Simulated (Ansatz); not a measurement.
## HfN: rattling a relaxed structure

The structure comes from a generated guess, relaxed at this level; another structure or a mixture of phases may lie lower.

Computed with DFT PBE, scalar-relativistic, plane waves, PAW in Ansatz. Plane waves to 420 eV, a k mesh through Γ of 18×18×8 on the computed 4-atom cell and Gaussian smearing (0.10 eV); no spin polarisation.

The cell below (4 atoms, space group P6_3mc (No. 186)) is relaxed within its symmetry.

```
CELL_PARAMETERS angstrom
3.48371 0.00000 0.00000
-1.74186 3.01698 0.00000
0.00000 0.00000 5.66506
ATOMIC_POSITIONS crystal
Hf 0.33333 0.66667 0.99903
Hf 0.66667 0.33333 0.49903
N 0.33333 0.66667 0.37410
N 0.66667 0.33333 0.87410
```

For the test a repeat of it with 8 atoms (edges 3.48, 3.48, 11.33 Å) was strained at random (σ = 1.5 % a component), the atoms were moved at random (σ = 0.10 Å), and all was relaxed again on a coarse 6×6×2 mesh (in the run’s order of axes) with 0.20 eV smearing, with no symmetry imposed.

Spin–orbit coupling, which can matter for Hf, is left out.

Question: Is the structure stable against such a distortion?

Answer: It returns, within 1 meV/atom of the unmoved cell on that mesh and with the same symmetry when read at 0.1 Å. So it is stable against the distortions that fit this cell and that this random move excites. Modes that don't fit the cell aren't tested.
